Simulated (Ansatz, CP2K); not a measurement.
Given: the input of a run of CP2K 2026.2 on Mg (Magnesium). 

Contents of mg_scf.inp:

```
&GLOBAL
  PROJECT mg_scf
  RUN_TYPE ENERGY_FORCE
  PRINT_LEVEL LOW
&END GLOBAL
&FORCE_EVAL
  METHOD QS
  STRESS_TENSOR ANALYTICAL
  &DFT
    BASIS_SET_FILE_NAME BASIS_MOLOPT_UZH
    POTENTIAL_FILE_NAME POTENTIAL_UZH
    &MGRID
      CUTOFF 1400
      REL_CUTOFF 60
      NGRIDS 4
    &END MGRID
    &QS
      METHOD GPW
      EPS_DEFAULT 1.0E-10
    &END QS
    &KPOINTS
      SCHEME MONKHORST-PACK 10 10 5
      GAMMA_CENTERED T
      SYMMETRY T
      SYMMETRY_BACKEND SPGLIB
    &END KPOINTS
    &SCF
      SCF_GUESS ATOMIC
      EPS_SCF 1.0E-6
      MAX_SCF 100
      ADDED_MOS 10
      CHOLESKY OFF
      EPS_EIGVAL 1.0E-7
      &DIAGONALIZATION ON
        ALGORITHM STANDARD
      &END DIAGONALIZATION
      &MIXING ON
        METHOD BROYDEN_MIXING
        ALPHA 0.4
        BETA 1.5
        NBUFFER 8
      &END MIXING
      &SMEAR ON
        METHOD FERMI_DIRAC
        ELECTRONIC_TEMPERATURE 580.23
      &END SMEAR
    &END SCF
    &XC
      &XC_FUNCTIONAL
        &GGA_X_PBE
        &END GGA_X_PBE
        &GGA_C_PBE
        &END GGA_C_PBE
      &END XC_FUNCTIONAL
    &END XC
    &PRINT
      &KPOINTS ON
      &END KPOINTS
      &MULLIKEN ON
      &END MULLIKEN
      &MO ON
        ENERGIES T
        OCCUPATION_NUMBERS T
        &EACH
          QS_SCF 0
        &END EACH
        ADD_LAST NUMERIC
      &END MO
      &LOWDIN ON
      &END LOWDIN
      &HIRSHFELD ON
        SHAPE_FUNCTION DENSITY
      &END HIRSHFELD
      &E_DENSITY_CUBE ON
        STRIDE 2
      &END E_DENSITY_CUBE
      &V_HARTREE_CUBE ON
        STRIDE 2
      &END V_HARTREE_CUBE
      &ELF_CUBE ON
        STRIDE 2
      &END ELF_CUBE
    &END PRINT
  &END DFT
  &SUBSYS
    &CELL
      A 3.2093000000 0.0000000000 0.0000000000
      B -1.6046500000 2.7793353284 0.0000000000
      C 0.0000000000 0.0000000000 5.2103000000
      PERIODIC XYZ
    &END CELL
    &COORD
      SCALED
      Mg  0.6666666667 0.3333333333 0.7500000000
      Mg  0.3333333333 0.6666666667 0.2500000000
    &END COORD
    &KIND Mg
      BASIS_SET TZVP-MOLOPT-PBE-GTH-q10
      POTENTIAL GTH-PBE-q10
    &END KIND
    &PRINT
      &ATOMIC_COORDINATES ON
      &END ATOMIC_COORDINATES
      &CELL ON
      &END CELL
      &SYMMETRY ON
      &END SYMMETRY
    &END PRINT
  &END SUBSYS
  &PRINT
    &FORCES ON
    &END FORCES
    &STRESS_TENSOR ON
    &END STRESS_TENSOR
  &END PRINT
&END FORCE_EVAL
```

Potentials or basis: POTENTIAL_UZH Mg GTH-PBE-q10; TZVP-MOLOPT-PBE-GTH basis.

Launch:

```bash
$ OMP_NUM_THREADS=1 cp2k.psmp -i mg_scf.inp -o mg_scf.out
```

Q: Translate it to Ansatz 0.2.0. Potentials or basis there: Ansatz PAW, cutoff 420 eV.

A: As run (cutoffs and basis follow the program's own potentials, and thresholds, step limits or extra output files can differ):

input.yaml

```yaml
crystal:
  lattice:
    - [3.2093, 0.0, 0.0]
    - [-1.60465, 2.7793353284, 0.0]
    - [0.0, 0.0, 5.2103]
  atoms:
    - { symbol: Mg, position: [0.6666666667, 0.3333333333, 0.75] }
    - { symbol: Mg, position: [0.3333333333, 0.6666666667, 0.25] }
hamiltonian:
  xc: pbe
  pseudopotentials: { kind: paw }
kpoints:
  mp_grid: { grid: [10, 10, 5] }
scf:
  occupations: { method: fermi_dirac, width: 0.05 }
output:
  forces: true
  stress: true
  eigenvalues: true
```

Potentials or basis: Ansatz PAW.

Launch:

```console
$ ansatz run input.yaml --threads 1 --pin off --max-ram 3584MiB --backend cpu --events-out ev --progress --plain --runs-dir out
```

Both were run:

|  | CP2K | Ansatz |
| --- | --- | --- |
| Pressure | 0.7 GPa | -0.4 GPa |

Ansatz's pressure holds a Pulay term of +0.00 GPa for its cutoff of 420 eV, which the other run lacks.

Where Ansatz's input types no cutoff or centring, it takes its own default and a Γ-centred mesh.

The two runs disagree by more than potentials and bases usually give (in gap, levels, pressure or energy); the cause wasn't traced.

Pressure is positive in compression.
